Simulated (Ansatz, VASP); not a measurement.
Two plane-wave programs on LiF3

Contents of INCAR:

```
PREC = Accurate
ENCUT = 600
EDIFF = 1E-7
ISMEAR = 0
SIGMA = 0.1
LREAL = F
LASPH = T
NELM = 150
ALGO = Normal
ISIF = 3
LWAVE = F
LCHARG = F
ISPIN = 2
MAGMOM = 0 0.74 0.74 0.74
LORBIT = 11
GGA = PE
IBRION = 2
NSW = 100
EDIFFG = -0.01
```

File KPOINTS:

```
Automatic mesh
0
Gamma
  14 14 14
```

POSCAR

```
LiF3
1.0
   -2.2159550695      2.2159550695      2.2159550695
    2.2159550695     -2.2159550695      2.2159550695
    2.2159550695      2.2159550695     -2.2159550695
Li F
1 3
Direct
    0.0000000000      0.0000000000      0.0000000000
    0.0000000000      0.5000000000      0.5000000000
    0.5000000000      0.0000000000      0.5000000000
    0.5000000000      0.5000000000      0.0000000000
```

Input for Ansatz:

```yaml
crystal:
  lattice:
    - [-2.2159550695, 2.2159550695, 2.2159550695]
    - [2.2159550695, -2.2159550695, 2.2159550695]
    - [2.2159550695, 2.2159550695, -2.2159550695]
  atoms:
    - { symbol: Li, position: [0.0, 0.0, 0.0] }
    - { symbol: F, position: [0.0, 0.5, 0.5], spin: 0.74 }
    - { symbol: F, position: [0.5, 0.0, 0.5], spin: 0.74 }
    - { symbol: F, position: [0.5, 0.5, 0.0], spin: 0.74 }
basis:
  ecutwfc: 420
kpoints:
  mp_grid: { grid: [14, 14, 14] }
hamiltonian:
  xc: pbe
scf:
  occupations: { method: gaussian, width: 0.1 }
output:
  forces: true
  stress: true
  eigenvalues: true
  populations: true
  write_density: true
  write_potential: true
  elf: true
  volumetric_format: npy
magnetization:
  spin_polarized: true
relax:
  adjacent_minimum: "off"
  f_tol: 0.01
  max_steps: 80
  cell: { stress_tol: 0.05 }
```

Alike in both runs: task relaxation of cell and atoms; functional PBE; k mesh 14 × 14 × 14; occupations gaussian, width 0.1 eV; collinear spin.

|  | VASP | Ansatz |
| --- | --- | --- |
| version | VASP 6.6.1 | Ansatz 0.2.0 |
| potentials or method | VASP PAW PBE potentials, release 64 (Li_sv, F) | scalar-relativistic, plane waves, PAW |
| plane-wave cutoff (eV) | 600 | 420 |
| valence electrons in the cell | 24 | 24 |

```tsv
	VASP	Ansatz	Ansatz less VASP
gap on the k mesh at the Fermi level, each at its own relaxed structure (eV)	none	none	-
net moment per atom (μB)	0.50	0.50	0.000
size of the moment on the site where the two differ most (μB)	0.63	0.67	+0.039
relaxed volume (Å³/atom)	10.58	10.72	+0.138
relaxed cell length with the largest relative difference (Å)	3.803	3.819	+0.0164
energy change over the relaxation (meV/atom)	-1	0	+0.8
```

Site moments also hang on the region over which each program counts them. A gap of «none» marks a metal or a gap that the smearing closes.

Caveats: the cutoff is under 1.25 times the usual one of these potentials, so pressure, stress and relaxed cells hold a basis-set (Pulay) error (VASP).
